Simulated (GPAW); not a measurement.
Hf:

```
CELL_PARAMETERS angstrom
4.96233 0.00000 0.00000
-2.48116 4.29750 0.00000
0.00000 0.00000 3.08623
ATOMIC_POSITIONS crystal
Hf 0.00000 0.00000 0.00000
Hf 0.33333 0.66667 0.50000
Hf 0.66667 0.33333 0.50000
```

This isn't the form of Hf at room conditions, which is hcp.

| Property | Result |
| --- | --- |
| Program | GPAW 26.7.0 |
| Task | relaxation of cell and atoms |
| Functional | PBEsol |
| Dispersion | D3(BJ) |
| Potentials or basis | PAW data sets generated in the run's folder for this functional |
| Cutoff | 600 eV |
| Basis | pw |
| k mesh | 5 × 5 × 6 |
| Occupations | fermi-dirac, width 0.05 eV |
| Spin | no spin polarisation |

At the start: pressure -6.2 GPa; volume 21.94 Å³/atom.

Question: Where does the relaxation end?

Answer: Over 5 steps the energy falls by 24.9 meV/atom and the volume is 20.73 Å³/atom (-5.5 %); space group P6/mmm (No. 191, to 0.05 Å).

The path:
| step | energy change (eV) | largest force (eV/Å) | pressure (GPa) | volume (Å³) |
| --- | --- | --- | --- | --- |
| 1 | 0.0000 | 0.0000 | -6.24 | 65.82 |
| 2 | -0.0282 | 0.0000 | -5.00 | 65.02 |
| 3 | -0.0745 | 0.0000 | 0.26 | 62.06 |
| 4 | -0.0746 | 0.0000 | -0.01 | 62.20 |
| 5 | -0.0746 | 0.0000 | -0.01 | 62.20 |

Final structure:
```
Hf
1.0
     4.86826    0.00000    0.00000
    -2.43413    4.21603    0.00000
     0.00000    0.00000    3.03047
Hf
3
Direct
  0.00000 0.00000 0.00000
  0.33333 0.66667 0.50000
  0.66667 0.33333 0.50000
```

Caveat: later steps reuse the first step's grids; pairwise dispersion overbinds metals, which lowers pressure and volume.
